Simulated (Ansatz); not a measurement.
# Pt: freezing in a mode

The task, for Pt: trace the energy along mode 6.

The COD entry's cell or inner coordinates are ideal or old and differ from later refinements, so a difference from it is no clean test against experiment.

Program: Ansatz 0.2.0. Level of theory: DFT PBEsol, scalar-relativistic, plane waves, PAW. These are calculated values, not measurements.

3 further runs of the same task are left out: 3 set aside as unsound or not needed. Runs told in other sessions of the task aren't counted.

## Step 1: The system as given

The structure is cubic, space group Fm-3m (No. 225). The conventional cell has a = 3.918 Å, b = 3.918 Å, c = 3.918 Å, α = 90.00°, β = 90.00°, γ = 90.00°. Pt (site symmetry m-3m) is surrounded by 12 Pt at 2.77 Å.

Coordinates:

```cif
data_structure
_symmetry_space_group_name_H-M 'Fm-3m'
_symmetry_Int_Tables_number 225
_cell_length_a 3.9181
_cell_length_b 3.9181
_cell_length_c 3.9181
_cell_angle_alpha 90.000
_cell_angle_beta 90.000
_cell_angle_gamma 90.000
_cell_volume 60.15
loop_
_atom_site_label
_atom_site_type_symbol
_atom_site_symmetry_multiplicity
_atom_site_Wyckoff_symbol
_atom_site_fract_x
_atom_site_fract_y
_atom_site_fract_z
_atom_site_occupancy
Pt1 Pt 4 a 0.00000 0.00000 0.00000 1
```

It is built from the cell relaxed beforehand with the same method (15.04 Å³/atom).

## Step 2: The reference cell

The cell is repeated 2 times, 2 atoms in all. Reference values: F = -24767.6608 eV; pressure 0.10 GPa; largest force 0.000 eV/Å; gap on the mesh none (metal). It was computed beforehand with the settings of the runs below.

## Step 3: The scan: freezing in a mode

Mode 6 of the phonon run on this cell, counted from the lowest, is frozen in: each atom moves by x times its row below, so x is the largest displacement.

```
atom      ux      uy      uz
 Pt1   0.577   0.577  -0.577
 Pt2  -0.577  -0.577   0.577
```

## Step 4: Point x = -0.300 Å

File input.yaml:

```yaml
crystal:
  lattice:
    - [0.0, -1.9590303455, -1.9590303455]
    - [-1.9590303455, 0.0, -1.9590303455]
    - [1.9590303455, 1.9590303455, -3.9180606911]
  atoms:
    - { symbol: Pt, position: [0.5221078113, 0.5221078113, 0.4336897407] }
    - { symbol: Pt, position: [-0.0221078113, -0.0221078113, 0.0663102593] }
basis:
  ecutwfc: 420
kpoints:
  mp_grid: { grid: [24, 24, 26] }
hamiltonian:
  xc: pbesol
scf:
  occupations: { method: gaussian, width: 0.15 }
output:
  forces: true
  stress: true
  eigenvalues: true
```

Run with:

```sh
$ ansatz run input.yaml --threads 2 --pin off --max-ram 5120MiB --backend cpu --events-out ev --progress --plain --runs-dir out
```

Output, shortened:

```text
Warning: the atoms were moved onto the symmetric positions of the space group found under crystal.symmetry.tolerance 1.0e-5 (fractional; no operation is sought that the atoms, as they stand in a round, miss by more than twice it, and no atom is moved by as much as it), and the run uses [...]
Warning: crystal.symmetry: narrowed to the stabiliser of the k-point mesh — unitary ops 12 → 4; excluded 8 operations that carry a point of the 24×24×26 mesh (shift [0, 0, 0]) off the mesh (the run samples exactly the mesh kpoints.mp_grid names, as under crystal.symmetry.detect: false, [...]
Warning: RAYON_NUM_THREADS=2 ignored (pool sized by the plan → 2); use --threads N
[...]
Pseudopotentials: kind: paw
Pseudopotential: Pt, paw, valence charge 18, recommended cutoff 420 eV (normal), Pt.paw.azcp
Functional definition: PBEsol
[...]
Crystal: 2 atoms, lattice volume = 30.073 Å³
Basis set: ecut = 420 eV, 585 PW (Γ), exchange–correlation on 40×40×72 points (8 copies of the dense FFT grid, shifted against one another)
Bands: 22, of which v1, the nominal top of the filled ones, is band 18 counted from 1 (17 counted from 0)
Symmetry: 4 space group operations
k-points: 3914 of 14976
[...]
SCF iter   1: F=—  HF=-24764.620827 eV  |F-HF|=—  |Δ(HF+E_count)|=         —  Δρ=1.03e-2  dr2=9.88e-3  ethr=1.77e-3  ⟨swp⟩=5.5  Hψ=371790  notcnv=0
[...]
SCF iter   6: F=-24764.618603 eV  HF=-24764.618603 eV  |F-HF|=4.16e-8  |Δ(HF+E_count)|=   1.83e-7  Δρ=1.16e-5  dr2=6.65e-8  ethr=2.78e-10  ⟨swp⟩=6.0  Hψ=379628  notcnv=0
[...]
SCF converged after 6 iterations
Free energy (F): -24764.618603 eV
[...]
E sigma→0 (E₀):  -24764.603974 eV
Entropy (-TS):   -0.029257 eV (-14.628 meV/atom)
Fermi energy:    23.909675 eV
[...]
--- Forces (eV/Å), atoms counted from 1 ---
  atom   1  Pt     6.88414164     6.88414164    -6.88418044
  atom   2  Pt    -6.88414164    -6.88414164     6.88418044
[...]
--- Stress (GPa, compression-positive) ---
       68.442775       5.347456      -5.347223
        5.347456      68.442775      -5.347223
       -5.347223      -5.347223      68.440878
  P = ⅓ Tr σ = 68.4421 GPa (684.421 kbar)
--- Band table (eV; the first three rows and the last of 3914) ---
  k-point 0: bands = ["-75.4765", "-75.2726", "-30.3751", "-29.6015", "-29.6015", "-29.2189", "-29.2128", "-29.2128", "12.7205", "14.8465", "17.7360", "17.7360", "18.1820", "18.1820", "20.0410", "22.0961", "22.0961", "24.2351", "24.2351", "24.4267", "26.8558", "36.6968"]
[...]
```

It took 54 s on 2 threads of Intel Xeon Platinum 8375C at 2.90GHz (Ice Lake), shared host; peak memory 2.1 GiB.

## Step 5: x = 0.225 Å

input.yaml: that of step 4 with these lines changed.

```diff
@@ -6,4 +6,4 @@
   atoms:
-    - { symbol: Pt, position: [0.5221078113, 0.5221078113, 0.4336897407] }
-    - { symbol: Pt, position: [-0.0221078113, -0.0221078113, 0.0663102593] }
+    - { symbol: Pt, position: [0.4834191415, 0.4834191415, 0.5497326945] }
+    - { symbol: Pt, position: [0.0165808585, 0.0165808585, -0.0497326945] }
 basis:
```

Run with:

```sh
$ ansatz run input.yaml --threads 2 --pin off --max-ram 5120MiB --backend cpu --events-out ev --progress --plain --runs-dir out
```

Output, shortened:

```text
Warning: the atoms were moved onto the symmetric positions of the space group found under crystal.symmetry.tolerance 1.0e-5 (fractional; no operation is sought that the atoms, as they stand in a round, miss by more than twice it, and no atom is moved by as much as it), and the run uses [...]
Warning: crystal.symmetry: narrowed to the stabiliser of the k-point mesh — unitary ops 12 → 4; excluded 8 operations that carry a point of the 24×24×26 mesh (shift [0, 0, 0]) off the mesh (the run samples exactly the mesh kpoints.mp_grid names, as under crystal.symmetry.detect: false, [...]
Warning: RAYON_NUM_THREADS=2 ignored (pool sized by the plan → 2); use --threads N
[...]
Pseudopotentials: kind: paw
Pseudopotential: Pt, paw, valence charge 18, recommended cutoff 420 eV (normal), Pt.paw.azcp
Functional definition: PBEsol
[...]
Crystal: 2 atoms, lattice volume = 30.073 Å³
Basis set: ecut = 420 eV, 585 PW (Γ), exchange–correlation on 40×40×72 points (8 copies of the dense FFT grid, shifted against one another)
Bands: 22, of which v1, the nominal top of the filled ones, is band 18 counted from 1 (17 counted from 0)
Symmetry: 4 space group operations
k-points: 3914 of 14976
[...]
SCF iter   1: F=—  HF=-24766.072672 eV  |F-HF|=—  |Δ(HF+E_count)|=         —  Δρ=7.74e-3  dr2=7.29e-3  ethr=1.77e-3  ⟨swp⟩=5.6  Hψ=365203  notcnv=0
[...]
SCF iter   6: F=-24766.071642 eV  HF=-24766.071642 eV  |F-HF|=1.07e-8  |Δ(HF+E_count)|=   6.19e-8  Δρ=8.00e-6  dr2=2.28e-8  ethr=2.78e-10  ⟨swp⟩=4.8  Hψ=322121  notcnv=0
[...]
SCF converged after 6 iterations
Free energy (F): -24766.071642 eV
[...]
E sigma→0 (E₀):  -24766.052666 eV
Entropy (-TS):   -0.037952 eV (-18.976 meV/atom)
Fermi energy:    23.614887 eV
[...]
--- Forces (eV/Å), atoms counted from 1 ---
  atom   1  Pt    -4.46571831    -4.46571831     4.46572144
  atom   2  Pt     4.46571831     4.46571831    -4.46572144
[...]
--- Stress (GPa, compression-positive) ---
       37.297236       3.693451      -3.693515
        3.693451      37.297236      -3.693515
       -3.693515      -3.693515      37.298887
  P = ⅓ Tr σ = 37.2978 GPa (372.978 kbar)
--- Band table (eV; the first three rows and the last of 3914) ---
  k-point 0: bands = ["-75.3595", "-75.2447", "-30.0693", "-29.4244", "-29.4244", "-29.2071", "-29.2019", "-29.2019", "12.8090", "15.3123", "18.5201", "18.5201", "18.7603", "18.7603", "19.8333", "21.8540", "21.8540", "23.6359", "23.8249", "23.8249", "27.6291", "36.9951"]
[...]
```

Wall time 51 s (2 threads of Intel Xeon Platinum 8375C at 2.90GHz (Ice Lake), shared host); peak memory 2 GiB.

## Step 6: Point x = -0.150 Å

input.yaml: that of step 5 with these lines changed.

```diff
@@ -6,4 +6,4 @@
   atoms:
-    - { symbol: Pt, position: [0.4834191415, 0.4834191415, 0.5497326945] }
-    - { symbol: Pt, position: [0.0165808585, 0.0165808585, -0.0497326945] }
+    - { symbol: Pt, position: [0.5110539056, 0.5110539056, 0.4668448703] }
+    - { symbol: Pt, position: [-0.0110539056, -0.0110539056, 0.0331551297] }
 basis:
```

Run with:

```sh
$ ansatz run input.yaml --threads 2 --pin off --max-ram 5120MiB --backend cpu --events-out ev --progress --plain --runs-dir out
```

Output, shortened:

```text
[...]
SCF converged after 6 iterations
Free energy (F): -24766.993594 eV
[...]
E sigma→0 (E₀):  -24766.972753 eV
Entropy (-TS):   -0.041681 eV (-20.841 meV/atom)
Fermi energy:    23.437657 eV
[...]
--- Forces (eV/Å), atoms counted from 1 ---
  atom   1  Pt     2.69574392     2.69574392    -2.69577308
  atom   2  Pt    -2.69574392    -2.69574392     2.69577308
[...]
--- Stress (GPa, compression-positive) ---
       16.172310       1.986305      -1.986422
        1.986305      16.172310      -1.986422
       -1.986422      -1.986422      16.171124
  P = ⅓ Tr σ = 16.1719 GPa (161.719 kbar)
--- Band table (eV; the first three rows and the last of 3914) ---
  k-point 0: bands = ["-75.2961", "-75.2307", "-29.8589", "-29.3271", "-29.3271", "-29.2099", "-29.1973", "-29.1973", "12.8952", "15.6424", "19.0718", "19.0718", "19.1433", "19.1433", "19.6441", "21.7281", "21.7281", "23.1223", "23.5564", "23.5564", "28.3653", "37.2337"]
[...]
```

It took 48 s on 2 threads of Intel Xeon Platinum 8375C at 2.90GHz (Ice Lake), shared host; peak memory 2 GiB.

## Step 7: At x = 0.075 Å

input.yaml: that of step 6 with these lines changed.

```diff
@@ -6,4 +6,4 @@
   atoms:
-    - { symbol: Pt, position: [0.5110539056, 0.5110539056, 0.4668448703] }
-    - { symbol: Pt, position: [-0.0110539056, -0.0110539056, 0.0331551297] }
+    - { symbol: Pt, position: [0.4944730472, 0.4944730472, 0.5165775648] }
+    - { symbol: Pt, position: [0.0055269528, 0.0055269528, -0.0165775648] }
 basis:
```

Run with:

```sh
$ ansatz run input.yaml --threads 2 --pin off --max-ram 5120MiB --backend cpu --events-out ev --progress --plain --runs-dir out
```

Output, shortened:

```text
Warning: the atoms were moved onto the symmetric positions of the space group found under crystal.symmetry.tolerance 1.0e-5 (fractional; no operation is sought that the atoms, as they stand in a round, miss by more than twice it, and no atom is moved by as much as it), and the run uses [...]
Warning: crystal.symmetry: narrowed to the stabiliser of the k-point mesh — unitary ops 12 → 4; excluded 8 operations that carry a point of the 24×24×26 mesh (shift [0, 0, 0]) off the mesh (the run samples exactly the mesh kpoints.mp_grid names, as under crystal.symmetry.detect: false, [...]
Warning: RAYON_NUM_THREADS=2 ignored (pool sized by the plan → 2); use --threads N
[...]
Pseudopotentials: kind: paw
Pseudopotential: Pt, paw, valence charge 18, recommended cutoff 420 eV (normal), Pt.paw.azcp
Functional definition: PBEsol
[...]
Crystal: 2 atoms, lattice volume = 30.073 Å³
Basis set: ecut = 420 eV, 585 PW (Γ), exchange–correlation on 40×40×72 points (8 copies of the dense FFT grid, shifted against one another)
Bands: 22, of which v1, the nominal top of the filled ones, is band 18 counted from 1 (17 counted from 0)
Symmetry: 4 space group operations
k-points: 3914 of 14976
[...]
SCF iter   1: F=—  HF=-24767.501544 eV  |F-HF|=—  |Δ(HF+E_count)|=         —  Δρ=6.81e-3  dr2=1.02e-2  ethr=1.77e-3  ⟨swp⟩=4.9  Hψ=330890  notcnv=0
[...]
SCF iter   6: F=-24767.500399 eV  HF=-24767.500399 eV  |F-HF|=1.71e-9  |Δ(HF+E_count)|=   2.84e-8  Δρ=6.25e-6  dr2=8.22e-9  ethr=2.78e-10  ⟨swp⟩=4.0  Hψ=282663  notcnv=0
[...]
SCF converged after 6 iterations
Free energy (F): -24767.500399 eV
[...]
E sigma→0 (E₀):  -24767.478984 eV
Entropy (-TS):   -0.042829 eV (-21.414 meV/atom)
Fermi energy:    23.345853 eV
[...]
--- Forces (eV/Å), atoms counted from 1 ---
  atom   1  Pt    -1.25227599    -1.25227599     1.25219843
  atom   2  Pt     1.25227599     1.25227599    -1.25219843
[...]
--- Stress (GPa, compression-positive) ---
        4.047692       0.534195      -0.533459
        0.534195       4.047692      -0.533459
       -0.533459      -0.533459       4.048021
  P = ⅓ Tr σ = 4.0478 GPa (40.478 kbar)
--- Band table (eV; the first three rows and the last of 3914) ---
  k-point 0: bands = ["-75.2610", "-75.2199", "-29.7243", "-29.2799", "-29.2798", "-29.2022", "-29.1960", "-29.1960", "12.9585", "15.8399", "19.3564", "19.3564", "19.3856", "19.3856", "19.5241", "21.6850", "21.6850", "22.8385", "23.4111", "23.4111", "28.9336", "37.3859"]
[...]
```

Wall time 53 s (2 threads of Intel Xeon Platinum 8375C at 2.90GHz (Ice Lake), shared host); peak memory 2 GiB.

## Step 8: Point x = 0.263 Å

input.yaml: that of step 7 with these lines changed.

```diff
@@ -6,4 +6,4 @@
   atoms:
-    - { symbol: Pt, position: [0.4944730472, 0.4944730472, 0.5165775648] }
-    - { symbol: Pt, position: [0.0055269528, 0.0055269528, -0.0165775648] }
+    - { symbol: Pt, position: [0.4806556651, 0.4806556651, 0.5580214769] }
+    - { symbol: Pt, position: [0.0193443349, 0.0193443349, -0.0580214769] }
 basis:
@@ -20 +20,5 @@
   eigenvalues: true
+  write_density: true
+  write_potential: true
+  elf: true
+  volumetric_format: npy
```

Run with:

```sh
$ ansatz run input.yaml --threads 2 --pin off --max-ram 5120MiB --backend cpu --events-out ev --progress --plain --runs-dir out
```

Output, shortened:

```text
Warning: the atoms were moved onto the symmetric positions of the space group found under crystal.symmetry.tolerance 1.0e-5 (fractional; no operation is sought that the atoms, as they stand in a round, miss by more than twice it, and no atom is moved by as much as it), and the run uses [...]
Warning: crystal.symmetry: narrowed to the stabiliser of the k-point mesh — unitary ops 12 → 4; excluded 8 operations that carry a point of the 24×24×26 mesh (shift [0, 0, 0]) off the mesh (the run samples exactly the mesh kpoints.mp_grid names, as under crystal.symmetry.detect: false, [...]
Warning: RAYON_NUM_THREADS=2 ignored (pool sized by the plan → 2); use --threads N
[...]
Pseudopotentials: kind: paw
Pseudopotential: Pt, paw, valence charge 18, recommended cutoff 420 eV (normal), Pt.paw.azcp
Functional definition: PBEsol
[...]
Crystal: 2 atoms, lattice volume = 30.073 Å³
Basis set: ecut = 420 eV, 585 PW (Γ), exchange–correlation on 40×40×72 points (8 copies of the dense FFT grid, shifted against one another)
Bands: 22, of which v1, the nominal top of the filled ones, is band 18 counted from 1 (17 counted from 0)
Symmetry: 4 space group operations
k-points: 3914 of 14976
[...]
SCF iter   1: F=—  HF=-24765.424387 eV  |F-HF|=—  |Δ(HF+E_count)|=         —  Δρ=8.95e-3  dr2=8.01e-3  ethr=1.77e-3  ⟨swp⟩=5.6  Hψ=370599  notcnv=0
[...]
SCF iter   6: F=-24765.422961 eV  HF=-24765.422961 eV  |F-HF|=1.90e-8  |Δ(HF+E_count)|=   1.10e-7  Δρ=9.47e-6  dr2=3.57e-8  ethr=2.78e-10  ⟨swp⟩=9.4  Hψ=581065  notcnv=0
[...]
SCF converged after 6 iterations
Free energy (F): -24765.422961 eV
[...]
E sigma→0 (E₀):  -24765.405459 eV
Entropy (-TS):   -0.035004 eV (-17.502 meV/atom)
Fermi energy:    23.748787 eV
[...]
--- Forces (eV/Å), atoms counted from 1 ---
  atom   1  Pt    -5.55311406    -5.55311406     5.55309456
  atom   2  Pt     5.55311406     5.55311406    -5.55309456
[...]
--- Stress (GPa, compression-positive) ---
       51.538399       4.474244      -4.474270
        4.474244      51.538399      -4.474270
       -4.474270      -4.474270      51.538119
  P = ⅓ Tr σ = 51.5383 GPa (515.383 kbar)
--- Band table (eV; the first three rows and the last of 3914) ---
  k-point 0: bands = ["-75.4089", "-75.2557", "-30.2101", "-29.4993", "-29.4993", "-29.2101", "-29.2052", "-29.2052", "12.7644", "15.0969", "18.1559", "18.1559", "18.4984", "18.4984", "19.9379", "21.9597", "21.9597", "23.9931", "24.0112", "24.0112", "27.2403", "36.8527"]
[...]
```

Wall time 70 s (2 threads of Intel Xeon Platinum 8375C at 2.90GHz (Ice Lake), shared host); peak memory 2 GiB.

The maps below are laid out on this run's own conventional cell (a, b, c = 2.770, 2.770, 13.573 Å).

Density in a lattice plane of the grid's cell (edges 2.77 and 13.57 Å, at 0.333 of the third edge), which holds Pt.

Ten even steps from ' ' (0.10 e/Å³) to '@' (11.51 e/Å³):
```
            
            
      --++--
      ++@@++
        ..  
  ..        
            
            
            
  ..        
  ..        
      ::--::
    ..**@@**
      ..::..
            
            
  ....      
            
  ..        
  ..        
```
Columns run along the first of these edges and rows up along the second, over one cell in 6 and 20 even steps from the bottom left corner. Atoms in the plane (fractional): Pt at (0.67, 0.81), Pt at (0.67, 0.35).

ELF in the same plane.

Ten even steps from ' ' (0.12) to '@' (0.69):
```
..::....::..
......::--::
--::--##@@##
==::==@@@@@@
--::----==--
==**==::::::
------::..::
......      
........  ..
======::..::
--==--::::::
::::::++##++
==::==@@@@@@
::::::++##++
........::..
::--::::::::
==**==::::::
::--::..  ..
------......
==**==::::::
```
Columns run along the first of these edges and rows up along the second, over one cell in 6 and 20 even steps from the bottom left corner. Atoms in the plane (fractional): Pt at (0.67, 0.81), Pt at (0.67, 0.35).

Both are smooth fields of the valence electrons: close to the nuclei they are not physical.

## Step 9: Results of the scan

Collected from the runs (energy zero: the undisturbed cell):

```csv
x (Å),ΔE (meV/cell),force along the mode (eV/Å),pressure (GPa)
-0.300,3042.2,23.847,68.4
-0.150,667.3,9.338,16.2
0.000,0.0,0.000,0.1
0.075,160.4,-4.338,4.0
0.225,1589.2,-15.470,37.3
0.263,2237.9,-19.236,51.5
```

Not run, since symmetry makes them alike: 0.300 repeats -0.300, -0.225 repeats 0.225, 0.150 repeats -0.150, -0.075 repeats 0.075. Energy, pressure and gap are the same there.

## Step 10: Outcome

| quantity | value |
| --- | --- |
| harmonic wavenumber of the mode | 198 cm⁻¹ |
| the same from the force at an amplitude of 0.075 Å | 201 cm⁻¹ |

In words: The force at the smallest amplitude gives 201 cm⁻¹ against 198 cm⁻¹ from the phonon run, so the curve is close to a parabola there. No sampled point lies below the undisturbed cell. The runs treat Pt without spin-orbit coupling.
